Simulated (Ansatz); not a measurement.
**TaN: response to strain**

Aim: deform TaN (equal xx and yy strain of +2 %) and compute stress, forces and field gradients with LAPW, PAW and all-electron datasets made for the crystal.

Program: Ansatz 0.2.0. Level of theory: DFT PBEsol, scalar-relativistic. These are calculated values, not measurements.

## Step 1: The system as given

It takes space group P6_3mc (No. 186, hexagonal). The conventional cell has a = 3.050 Å, b = 3.050 Å, c = 4.940 Å, α = 90.00°, β = 90.00°, γ = 120.00°. Ta (site symmetry 3m) has 4 N at 1.85 to 1.90 Å as nearest neighbours. Around N (site symmetry 3m) lie 4 Ta at 1.85 to 1.90 Å.

As a file:

```cif
data_structure
_symmetry_space_group_name_H-M 'P 1'
_symmetry_Int_Tables_number 1
_cell_length_a 3.0500
_cell_length_b 3.0500
_cell_length_c 4.9400
_cell_angle_alpha 90.000
_cell_angle_beta 90.000
_cell_angle_gamma 120.000
_cell_volume 39.80
loop_
_atom_site_label
_atom_site_type_symbol
_atom_site_fract_x
_atom_site_fract_y
_atom_site_fract_z
_atom_site_occupancy
Ta1 Ta 0.33333 0.66667 0.00000 1
Ta2 Ta 0.66667 0.33333 0.50000 1
N1 N 0.33333 0.66667 0.38500 1
N2 N 0.66667 0.33333 0.88500 1
```

Atoms are numbered in the order of the input: Ta1, Ta2, N3, N4.

## Step 2: After the deformation

Space group P6_3mc before, P6_3mc after.

## Step 3: LAPW, all electrons

input.yaml

```yaml
crystal:
  lattice:
    - [3.1110011123, 0.0, 0.0]
    - [-1.5555005562, 2.6942059945, 0.0]
    - [0.0, 0.0, 4.94]
  atoms:
    - { symbol: Ta, position: [0.3333333333, 0.6666666667, 0.0] }
    - { symbol: Ta, position: [0.6666666667, 0.3333333333, 0.5] }
    - { symbol: "N", position: [0.3333333333, 0.6666666667, 0.385] }
    - { symbol: "N", position: [0.6666666667, 0.3333333333, 0.885] }
kpoints:
  mp_grid: { grid: [9, 9, 5] }
  band_path:
    path:
      - [0.0, 0.0, 0.0]
      - [0.5, 0.0, 0.0]
      - [0.3333333333, 0.3333333333, 0.0]
      - [0.0, 0.0, 0.0]
      - [0.0, 0.0, 0.5]
      - [0.5, 0.0, 0.5]
      - [0.3333333333, 0.3333333333, 0.5]
      - [0.0, 0.0, 0.5]
      - [0.5, 0.0, 0.5]
    npoints: 5
scf:
  occupations: { method: fermi_dirac, width: 0.01 }
hamiltonian:
  xc: pbesol
  pseudopotentials: { kind: all_electron, lapw: { basis_error: 0.001 } }
output:
  forces: true
  stress: true
  eigenvalues: true
```

Run with:

```
> ansatz run input.yaml --threads 1 --pin off --max-ram 6144MiB --backend cpu --events-out ev --progress --plain --runs-dir out
```

Standard output:

```text
LAPW: plane waves up to 11.545 Å⁻¹, error target 1.0e-3 eV per atom; small_component_spin mean_spin; N in spheres of 0.776 Å, 7 of its electrons in bands, Dirac shells []; Ta in spheres of 1.108 Å, 45 of its electrons in bands, Dirac shells []
Engine: ansatz 0.2.0
Pseudopotentials: kind: all_electron
Pseudopotential: Ta, LAPW, valence charge 45, Koelling and Harmon's equation, gaussian nucleus
Pseudopotential: N, LAPW, valence charge 7, Koelling and Harmon's equation, gaussian nucleus
Functional definition: PBEsol
  exchange = pbesol_x
  correlation = pbesol_c
Crystal: 4 atoms, lattice volume = 41.405 Å³
Basis set: ecut = 507.85057435933874 eV, 1087 PW (Γ), exchange–correlation at level 2
Bands: 63, of which v1, the nominal top of the filled ones, is band 52 counted from 1 (51 counted from 0)
Symmetry: 12 space group operations
Space group: P63mc (ITA 186), of the structure as read, at distance tolerance 3.5e-5 Å
k-points: 36 of 405 (time reversal used)
Non-local potential: Ta, projectors of the file, none
Non-local potential: N, projectors of the file, none
Initial density: superposition of atomic densities (chi_scale 0.1, normalization cell, long waves kept (reshape's long-wave potential 0.00 eV rms))
Initial wavefunctions: plane waves of lowest kinetic energy (no species holds an atomic orbital)
Functional: x = pbesol(κ = 0.804, μ = 0.12345679012345678), c = pbesol(β = 0.046)
iter 1 solved again at ethr=1.28e-2 eV; its pass at ethr=1.00e-1 eV (dr2=1.33e1 eV) is discarded
SCF iter   1: F=—  HF=-851860.932815 eV  |F-HF|=—  |Δ(HF+E_count)|=         —  Δρ=1.71e-1  dr2=1.33e1  ethr=1.28e-2  ⟨swp⟩=2.0  Hψ=14371  notcnv=0
preconditioner: auto → Resta (q_TF=auto, 3.181 Å⁻¹)  ε∞=4.3  [insulator: Δε(μ)=0.140 eV  Ē_g=24.489 eV  σ=0.010 eV  W_gap=0.97  n_scr=22 (ndim 8)  ℏωp=44.7 eV  f_vac=0.000  D(μ)=0.48/eV (n_scr^D=2)  ε∞_Penn≈4.3]
iter 2 solved again at ethr=3.14e-4 eV; its pass at ethr=1.28e-2 eV (dr2=3.26e-1 eV) is discarded
SCF iter   2: F=—  HF=-851856.152909 eV  |F-HF|=—  |Δ(HF+E_count)|=    4.78e0  Δρ=3.19e-2  dr2=3.26e-1  ethr=3.14e-4  ⟨swp⟩=2.0  Hψ=11664  notcnv=0
preconditioner: auto → Kerker (q_TF=auto, 3.181 Å⁻¹)  [metal: Δε(μ)=0.006 eV  Ē_g=25.218 eV  σ=0.010 eV  W_gap=0.16  n_scr=22 (ndim 8)  ℏωp=44.7 eV  f_vac=0.000  D(μ)=6.93/eV (n_scr^D=110)]
SCF iter   3: F=—  HF=-851856.053334 eV  |F-HF|=—  |Δ(HF+E_count)|=         —  Δρ=3.01e-2  dr2=4.50e-1  ethr=3.14e-4  ⟨swp⟩=3.0  Hψ=7280  notcnv=0
the basis was enlarged: its passes take 750.1 KiB over the memory plan, 1 of 1 planned eigensolver slots
SCF iter   4: F=—  HF=-851856.026987 eV  |F-HF|=—  |Δ(HF+E_count)|=   2.63e-2  Δρ=1.38e-2  dr2=1.00e-1  ethr=3.14e-4  ⟨swp⟩=3.0  Hψ=6853  notcnv=0
SCF iter   5: F=—  HF=-851855.929483 eV  |F-HF|=—  |Δ(HF+E_count)|=   9.75e-2  Δρ=3.76e-3  dr2=4.83e-3  ethr=9.63e-5  ⟨swp⟩=3.0  Hψ=7301  notcnv=0
SCF iter   6: F=—  HF=-851855.927585 eV  |F-HF|=—  |Δ(HF+E_count)|=   1.90e-3  Δρ=1.29e-3  dr2=7.54e-4  ethr=4.65e-6  ⟨swp⟩=2.0  Hψ=6700  notcnv=0
SCF iter   7: F=—  HF=-851855.927482 eV  |F-HF|=—  |Δ(HF+E_count)|=   1.03e-4  Δρ=5.56e-4  dr2=1.59e-4  ethr=7.25e-7  ⟨swp⟩=2.0  Hψ=6334  notcnv=0
SCF iter   8: F=—  HF=-851855.927439 eV  |F-HF|=—  |Δ(HF+E_count)|=   4.27e-5  Δρ=1.17e-4  dr2=4.83e-6  ethr=1.53e-7  ⟨swp⟩=3.0  Hψ=6639  notcnv=0
SCF iter   9: F=—  HF=-851855.927438 eV  |F-HF|=—  |Δ(HF+E_count)|=   1.32e-6  Δρ=5.87e-5  dr2=1.53e-6  ethr=4.64e-9  ⟨swp⟩=3.0  Hψ=6460  notcnv=0
SCF iter  10: F=—  HF=-851855.927437 eV  |F-HF|=—  |Δ(HF+E_count)|=   3.69e-7  Δρ=2.01e-5  dr2=1.69e-7  ethr=1.48e-9  ⟨swp⟩=2.1  Hψ=6314  notcnv=0
SCF iter  11: F=-851855.927437 eV  HF=-851855.927437 eV  |F-HF|=3.25e-8  |Δ(HF+E_count)|=   2.79e-8  Δρ=7.20e-6  dr2=2.01e-8  ethr=1.62e-10  ⟨swp⟩=3.0  Hψ=6603  notcnv=0
SCF 1 converged in 11 iterations: F = -851855.927437 eV  dr2 = 2.01e-8
NSCF: frozen V_eff on 41 k-points
SCF converged after 11 iterations
Free energy (F): -851855.927437 eV
Harris-Foulkes:  -851855.927437 eV  (|F-HF|=3.25e-8)
Internal energy: -851855.926229 eV  (E = F + TS)
E sigma→0 (E₀):  -851855.926833 eV
Entropy (-TS):   -0.001208 eV (-0.302 meV/atom)
Fermi energy:    27.015785 eV
--- Per-component energies (eV) ---
  E_band       = -11332.737329
  E_kinetic    = 950542.013382
  E_xc         = -17372.068165
  E_electrostatic = -1785025.871447  (all electrons and nuclei)
  E_smearing   = -0.001208  (= −TS)
  E_closure    = 0.000000  (closes the sum)
  E_atoms      = -851817.803311  (free atoms, spherical and without spin; not in F)
  Σ components = -851855.927437   (vs F -851855.927437, Δ=0.00e0)
  Basis errors (estimates in eV, not in F): energy 4.6e-4 per atom: plane waves 4.1e-4 (2.5e-4 summed), levels above the bands 0.0e0, relativity 3.2e-8, radial functions 4.4e-5, core shells 1.5e-10; eigenvalues (radial functions only) 2.5e-6; not estimated: angular momenta, meshes, grids; target (lapw.basis_error) 1.0e-3; muffin-tin radii N 0.776 Å, Ta 1.108 Å
--- Forces (eV/Å), atoms counted from 1 ---
  atom   1  Ta     0.00000000    -0.00000000     1.19320484
  atom   2  Ta     0.00000000     0.00000000     1.19320484
  atom   3  N     -0.00000000    -0.00000000    -1.19320117
  atom   4  N      0.00000000     0.00000000    -1.19320117
  max |Σ_I F_I| component: 7.34e-6 eV/Å
--- Stress (GPa, compression-positive) ---
      100.770576       0.000000       0.000000
        0.000000     100.770576      -0.000000
        0.000000      -0.000000      89.514481
  P = ⅓ Tr σ = 97.0185 GPa (970.185 kbar)
--- Band table (eV; the first three rows and the last of 36) ---
  k-point 0: bands = ["-507.3764", "-507.3764", "-368.0703", "-368.0703", "-368.0602", "-368.0602", "-368.0602", "-368.0602", "-349.3943", "-349.3943", "-189.8468", "-189.8468", "-189.8468", "-189.8468", "-189.8410", "-189.8410", "-189.8311", "-189.8311", "-189.8311", "-189.8311", "-41.4077", "-41.3227", "-9.0472", "-8.0524", "-8.0524", "-7.8685", "-7.8685", "-7.8230", "6.4990", "6.8242", "6.9848", "7.0135", "7.0135", "7.0155", "7.0155", "7.0297", "7.0322", "7.0322", "7.0606", "7.0606", "7.0813", "7.0838", "8.5472", "9.8252", "18.5189", "18.5189", "18.9652", "19.4561", "19.4561", "19.6874", "26.1004", "26.1004", "26.6437", "28.9462", "29.5327", "29.5327", "31.4529", "32.4336", "33.4005", "33.4005", "36.9380", "36.9380", "37.4152"]
  k-point 1: bands = ["-507.3764", "-507.3764", "-368.0703", "-368.0703", "-368.0602", "-368.0602", "-368.0602", "-368.0602", "-349.3943", "-349.3943", "-189.8468", "-189.8468", "-189.8468", "-189.8468", "-189.8410", "-189.8410", "-189.8311", "-189.8311", "-189.8311", "-189.8311", "-41.3997", "-41.3308", "-8.9414", "-8.0351", "-8.0351", "-7.9530", "-7.8863", "-7.8863", "6.5588", "6.8076", "6.9893", "7.0076", "7.0076", "7.0091", "7.0091", "7.0257", "7.0429", "7.0429", "7.0629", "7.0629", "7.0815", "7.0836", "8.7252", "9.7869", "18.5715", "18.5715", "18.6609", "19.1825", "19.3241", "19.3241", "26.4810", "26.4810", "27.1757", "29.3944", "29.4908", "29.4908", "31.9539", "32.5016", "33.1674", "33.1674", "36.3267", "36.3267", "37.7676"]
  k-point 2: bands = ["-507.3764", "-507.3764", "-368.0703", "-368.0703", "-368.0602", "-368.0602", "-368.0602", "-368.0602", "-349.3943", "-349.3943", "-189.8468", "-189.8468", "-189.8468", "-189.8468", "-189.8410", "-189.8410", "-189.8311", "-189.8311", "-189.8311", "-189.8311", "-41.3785", "-41.3522", "-8.6548", "-8.2785", "-7.9895", "-7.9895", "-7.9326", "-7.9326", "6.6706", "6.7576", "7.0010", "7.0012", "7.0012", "7.0024", "7.0024", "7.0149", "7.0565", "7.0565", "7.0635", "7.0635", "7.0822", "7.0830", "9.1669", "9.5901", "18.2506", "18.4170", "18.7435", "18.7435", "19.0277", "19.0277", "27.5054", "27.5054", "28.2535", "28.7761", "28.7761", "29.2263", "33.1830", "33.4571", "33.5507", "33.5507", "34.9076", "34.9076", "38.1068"]
  k-point 35: bands = ["-507.3764", "-507.3764", "-368.0703", "-368.0703", "-368.0602", "-368.0602", "-368.0602", "-368.0602", "-349.3943", "-349.3943", "-189.8468", "-189.8468", "-189.8468", "-189.8468", "-189.8410", "-189.8410", "-189.8311", "-189.8311", "-189.8311", "-189.8311", "-41.3141", "-41.3141", "-8.9170", "-8.9170", "-8.5071", "-8.3997", "-8.0763", "-8.0763", "6.9252", "6.9252", "7.0056", "7.0056", "7.0197", "7.0218", "7.0218", "7.0247", "7.0416", "7.0416", "7.0435", "7.0469", "7.0478", "7.0478", "10.6601", "10.6601", "18.5183", "18.5183", "19.1739", "19.9707", "20.9899", "20.9899", "24.9002", "25.3897", "28.4598", "28.4598", "29.5224", "30.0647", "31.8811", "31.8811", "34.0231", "34.0231", "38.4623", "38.4623", "39.6509"]
```

Run time: 2.3 min. Hardware: 1 thread of Arm Neoverse V2, shared host; peak memory 0.53 GiB.

Result: pressure 97.02 GPa; no gap; largest force 1.193 eV/Å.

## Step 4: PAW on the default files

input.yaml

```yaml
crystal:
  lattice:
    - [3.1110011123, 0.0, 0.0]
    - [-1.5555005562, 2.6942059945, 0.0]
    - [0.0, 0.0, 4.94]
  atoms:
    - { symbol: Ta, position: [0.3333333333, 0.6666666667, 0.0] }
    - { symbol: Ta, position: [0.6666666667, 0.3333333333, 0.5] }
    - { symbol: "N", position: [0.3333333333, 0.6666666667, 0.385] }
    - { symbol: "N", position: [0.6666666667, 0.3333333333, 0.885] }
kpoints:
  mp_grid: { grid: [9, 9, 5] }
scf:
  occupations: { method: fermi_dirac, width: 0.01 }
hamiltonian:
  xc: pbesol
  pseudopotentials: { kind: paw }
output:
  forces: true
  stress: true
  eigenvalues: true
  efg: { contact_densities: true }
  write_density: true
  write_potential: true
  elf: true
  volumetric_format: npy
```

Run with:

```
> ansatz run input.yaml --threads 1 --pin off --max-ram 6144MiB --backend cpu --events-out ev --progress --plain --runs-dir out
```

Standard output:

```text
Ta: output.efg is read without spin–orbit coupling, which moves field gradients at and beside such atoms by some per cent and up to a factor of two; PAW files take it under magnetization.noncollinear and magnetization.spin_orbit
[... 1 set-up line as earlier in the session ...]
Pseudopotentials: kind: paw
Pseudopotential: Ta, paw, valence charge 13, recommended cutoff 420 eV (normal)
Pseudopotential: N, paw, valence charge 5, recommended cutoff 420 eV (normal)
[... 3 set-up lines as earlier in the session ...]
Crystal: 4 atoms, lattice volume = 41.405 Å³
Basis set: ecut = 420 eV, 809 PW (Γ), exchange–correlation on 48×48×72 points (8 copies of the dense FFT grid, shifted against one another)
Bands: 22, of which v1, the nominal top of the filled ones, is band 18 counted from 1 (17 counted from 0)
[... 2 set-up lines as earlier in the session ...]
k-points: 36 of 405 (time reversal used)
Non-local potential: Ta, projectors of the file, l = 0: 3, l = 1: 2, l = 2: 2, l = 3: 1
Non-local potential: N, projectors of the file, l = 0: 2, l = 1: 2, l = 2: 1
PAW form: soft (Blöchl's): semilocal exchange-correlation on the pseudo side does not see the compensation charge
PAW frozen core: Ta, regenerated for the run's functional, and the local potential with it (the file was generated under x = pbe(κ = 0.804, μ = 0.2195149727645171), c = pbe(β = 0.06672455060314922))
PAW frozen core: N, regenerated for the run's functional, and the local potential with it (the file was generated under x = pbe(κ = 0.804, μ = 0.2195149727645171), c = pbe(β = 0.06672455060314922))
PAW one-centre angular grid: Ta, 590 points (default); XC on 64 Gauss nodes
PAW one-centre angular grid: N, 110 points (default); XC on 64 Gauss nodes
Initial density: superposition of atomic densities (neutral atoms: chi_scale 0, normalization atom), corrected by the library's trained network
Initial wavefunctions: pseudopotential atomic-orbital guess
[... 1 set-up line as earlier in the session ...]
SCF iter   1: F=—  HF=-20369.953054 eV  |F-HF|=—  |Δ(HF+E_count)|=         —  Δρ=3.40e-2  dr2=4.62e-1  ethr=1.77e-3  ⟨swp⟩=5.9  Hψ=3760  notcnv=0
preconditioner: auto → Kerker (q_TF=auto, 2.665 Å⁻¹)  [metal: Δε(μ)=0.014 eV  Ē_g=9.863 eV  σ=0.010 eV  W_gap=0.33  n_scr=22 (ndim 8)  ℏωp=25.8 eV  f_vac=0.000  D(μ)=4.96/eV (n_scr^D=66)]
SCF iter   2: F=—  HF=-20369.835178 eV  |F-HF|=—  |Δ(HF+E_count)|=   1.18e-1  Δρ=7.34e-3  dr2=1.83e-2  ethr=1.28e-3  ⟨swp⟩=2.2  Hψ=1408  notcnv=0  defer=3
preconditioner: auto → Resta (q_TF=auto, 2.665 Å⁻¹)  ε∞=7.6  [insulator: Δε(μ)=0.026 eV  Ē_g=10.011 eV  σ=0.010 eV  W_gap=0.57  n_scr=22 (ndim 8)  ℏωp=25.8 eV  f_vac=0.000  D(μ)=3.49/eV (n_scr^D=36)  ε∞_Penn≈7.6]
SCF iter   3: F=—  HF=-20369.831229 eV  |F-HF|=—  |Δ(HF+E_count)|=   3.95e-3  Δρ=3.18e-3  dr2=2.59e-3  ethr=5.08e-5  ⟨swp⟩=2.0  Hψ=1214  notcnv=0  defer=3
SCF iter   4: F=—  HF=-20369.830883 eV  |F-HF|=—  |Δ(HF+E_count)|=   3.46e-4  Δρ=4.53e-4  dr2=5.91e-5  ethr=7.19e-6  ⟨swp⟩=2.4  Hψ=1223  notcnv=0  defer=3
SCF iter   5: F=—  HF=-20369.830875 eV  |F-HF|=—  |Δ(HF+E_count)|=   8.06e-6  Δρ=1.12e-4  dr2=4.00e-6  ethr=1.64e-7  ⟨swp⟩=2.1  Hψ=1148  notcnv=0  defer=3
SCF iter   6: F=—  HF=-20369.830874 eV  |F-HF|=—  |Δ(HF+E_count)|=   6.98e-7  Δρ=2.15e-5  dr2=1.37e-7  ethr=1.11e-8  ⟨swp⟩=2.0  Hψ=1126  notcnv=0  defer=3
SCF iter   7: F=-20369.830874 eV  HF=-20369.830874 eV  |F-HF|=5.71e-10  |Δ(HF+E_count)|=   1.54e-8  Δρ=2.56e-6  dr2=1.48e-9  ethr=2.78e-10  ⟨swp⟩=9.0  Hψ=4895  notcnv=0
SCF 1 converged in 7 iterations: F = -20369.830874 eV  dr2 = 1.48e-9
SCF converged after 7 iterations
Free energy (F): -20369.830874 eV
Harris-Foulkes:  -20369.830874 eV  (|F-HF|=5.71e-10)
Internal energy: -20369.829759 eV  (E = F + TS)
E sigma→0 (E₀):  -20369.830317 eV
Entropy (-TS):   -0.001115 eV (-0.279 meV/atom)
Fermi energy:    21.603138 eV
--- Per-component energies (eV) ---
  E_band       = -82.776843
  E_kinetic    = 1034.462364
  E_local      = -1400.983825  (includes V_loc(G=0)·N_el)
  E_nonlocal   = 137.576645
  E_hartree    = 498.949939
  E_xc         = -563.274838
  E_vxc        = -572.880443  (∫ρ·V_xc dr)
  E_paw        = -16798.310858  (= ΣΔE_a)
  E_vpaw       = -278.851993  (= ΣTr[D̂ρ^β])
  E_aug_tail   = 0.000584  (compensation charges beyond the density's cutoff)
  E_ewald      = -3278.733262
  E_core_change = 0.483491  (= ΣΔE_core)
  E_smearing   = -0.001115  (= −TS)
  E_closure    = 0.000000  (closes the sum)
  Σ components = -20369.830874   (vs F -20369.830874, Δ=0.00e0)
--- Forces (eV/Å), atoms counted from 1 ---
  atom   1  Ta     0.00000000    -0.00000000     1.19225384
  atom   2  Ta    -0.00000000     0.00000000     1.19225384
  atom   3  N      0.00000000    -0.00000000    -1.19225311
  atom   4  N      0.00000000     0.00000000    -1.19225311
  max |Σ_I F_I| component: 1.46e-6 eV/Å
--- Stress (GPa, compression-positive) ---
      102.719979       0.000000       0.000000
        0.000000     102.719979       0.000000
        0.000000      -0.000000      91.218046
  P = ⅓ Tr σ = 98.8860 GPa (988.860 kbar)
--- PAW observables at the nuclei: V_zz in 10²¹ V/m², potentials from the cell's mean, atoms counted from 1 ---
  atom   1  Ta V_zz =   +10.049013   η = 0.0000   by run symmetry: allowed
            electrostatic potential = -14503.923032 V   contact ρ = 8144212.150640 e/Å³
  atom   2  Ta V_zz =   +10.049013   η = 0.0000   by run symmetry: allowed
            electrostatic potential = -14503.923032 V   contact ρ = 8144212.150640 e/Å³
  atom   3  N  V_zz =    +0.940243   η = 0.0000   by run symmetry: allowed
            electrostatic potential = -530.848225 V   contact ρ = 1404.810214 e/Å³
  atom   4  N  V_zz =    +0.940243   η = 0.0000   by run symmetry: allowed
            electrostatic potential = -530.848225 V   contact ρ = 1404.810214 e/Å³
--- Band table (eV; the first three rows and the last of 36) ---
  k-point 0: bands = ["-46.7087", "-46.6217", "-14.3937", "-13.3862", "-13.3862", "-13.2010", "-13.2010", "-13.1561", "2.6524", "4.2215", "13.0735", "13.0735", "13.5246", "14.0214", "14.0214", "14.2616", "20.6932", "20.6932", "21.1919", "23.5278", "24.1341", "24.1341"]
  k-point 1: bands = ["-46.7005", "-46.6300", "-14.2866", "-13.3687", "-13.3687", "-13.2873", "-13.2189", "-13.2189", "2.8866", "4.1691", "13.1279", "13.1279", "13.2196", "13.7549", "13.8892", "13.8892", "21.0743", "21.0743", "21.7275", "23.9712", "24.0929", "24.0929"]
  k-point 2: bands = ["-46.6788", "-46.6519", "-13.9965", "-13.6161", "-13.3228", "-13.3228", "-13.2655", "-13.2655", "3.4307", "3.9298", "12.8118", "12.9842", "13.3036", "13.3036", "13.5911", "13.5911", "22.1007", "22.1007", "22.8118", "23.3757", "23.3757", "23.7921"]
  k-point 35: bands = ["-46.6126", "-46.6126", "-14.2630", "-14.2630", "-13.8458", "-13.7370", "-13.4109", "-13.4109", "5.1407", "5.1407", "13.0778", "13.0778", "13.7451", "14.5440", "15.5442", "15.5442", "19.4856", "19.9740", "23.0485", "23.0485", "24.1137", "24.6579"]
```

It took 5.5 s on 1 thread of Arm Neoverse V2, shared host; peak memory 0.39 GiB.

This run gives: pressure 98.89 GPa; no gap; largest force 1.192 eV/Å; Vzz Ta1 10.05 (η = 0.00), N3 0.94 (η = 0.00) (10²¹ V/m²).

Density in a lattice plane of the grid's cell (edges 3.11 and 4.94 Å, at 0.333 of the third edge), which holds Ta and N.

Ten even steps from '0' (0.17 e/Å³) to '9' (4.54 e/Å³):
```
1111111235676421
0000001247887521
0000001246787521
0000000124665310
0000000012332110
0000000011221100
0000000023443210
0000000257898531
0000001479999852
1000002589879962
1000001479999852
0001001257998531
0000000123443210
0000000000111000
0000000000000000
0000000000000000
0000000000000000
0000000000000000
0111110001111000
1122111112333211
```
Columns run along the first of these edges and rows up along the second, over one cell in 16 and 20 even steps from the bottom left corner. Atoms in the plane (fractional): Ta at (0.67, 0.50), N at (0.67, 0.89).

ELF in the same plane.

Ten even steps from '0' (0.07) to '9' (0.79):
```
1233223798658994
2111125896104996
3100126997225997
3100125899889997
3211124678888764
1222212233443322
1122211235665421
1122112588888862
1133213797336984
1245313785003885
1466523687336873
2577632479999852
3577642146887521
3556542112332112
3333332211111112
1111112221111122
1111111112222211
1122211123444321
1244321357887631
1345422589999962
```
Columns run along the first of these edges and rows up along the second, over one cell in 16 and 20 even steps from the bottom left corner. Atoms in the plane (fractional): Ta at (0.67, 0.50), N at (0.67, 0.89).

Both are smooth fields of the valence electrons: close to the nuclei they are not physical.

Outside the cores ELF peaks at 0.80 beside N, off the lines to its neighbours, 0.6 Å from N; 0.80 in the shell around N, 0.6 Å from N; 0.49 between the atoms, 1.8 Å from Ta.

[end of part 1 of 2]
